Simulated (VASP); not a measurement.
Write the native input for VASP 6.6.1 that does the following.

```
Task                   : relaxation of cell and atoms
Functional             : PBE
Dispersion             : D4
Potentials or basis    : VASP PAW PBE potentials, release 64 (Os)
Cutoff                 : 600 eV
k mesh                 : 11 × 11 × 6
Occupations            : fermi-dirac, width 0.05 eV
Spin                   : no spin polarisation
Further INCAR settings : ALGO = Fast; EDIFF = 1e-07; IBRION = 2; EDIFFG = -0.02; NSW = 60; ISIF = 3
```

The structure of Os lies in POSCAR:

```
Os
1.0
    2.7341000000      0.0000000000      0.0000000000
   -1.3670500000      2.3678000565      0.0000000000
    0.0000000000      0.0000000000      4.3197000000
Os
2
Direct
    0.6666666667      0.3333333333      0.7500000000
    0.3333333333      0.6666666667      0.2500000000
```

These files were run (other wordings do the same):

INCAR

```
SYSTEM = Os
ALGO = Fast ; EDIFF = 1E-7
EDIFFG = -0.02 ; ENCUT = 600
GGA = PE ; IBRION = 2
ISIF = 3 ; ISMEAR = -1
IVDW = 13 ; LASPH = .TRUE.
LCHARG = .FALSE. ; LREAL = .FALSE.
LWAVE = .FALSE. ; NELM = 100
NSW = 60 ; PREC = Accurate
SIGMA = 0.05
```

KPOINTS

```
k-points
0
G
  11 11 6
  0 0 0
```

Potentials or basis: VASP PAW PBE potentials, release 64 (Os).

Run with:

```console
$ cat potpaw_PBE.64/Os/POTCAR > POTCAR
$ mpirun -np 1 vasp_std > vasp.out
```

Results of the run:

The relaxed volume is 14.03 Å³/atom and the relaxed cell is a = 2.737 Å, b = 2.737 Å, c = 4.326 Å, α = 90.00°, β = 90.00°, γ = 120.00°. The space group after relaxing (to 0.05 Å) is P6_3/mmc (No. 194), the energy gained by relaxing is 0.3 meV/atom and the ionic steps are 3. The pressure after relaxing is 0.0 GPa, the band gap on the k mesh is none (metal or under the smearing width) and the dispersion energy per atom is -0.699 eV.

Caveat: pairwise dispersion overbinds metals, which lowers pressure and volume.

Wall time 110 s on 1 thread of Intel(R) Xeon(R) Platinum 8259CL CPU @ 2.50GHz (Skylake/Cascade Lake), on a shared host, peak memory 0.17 GiB.
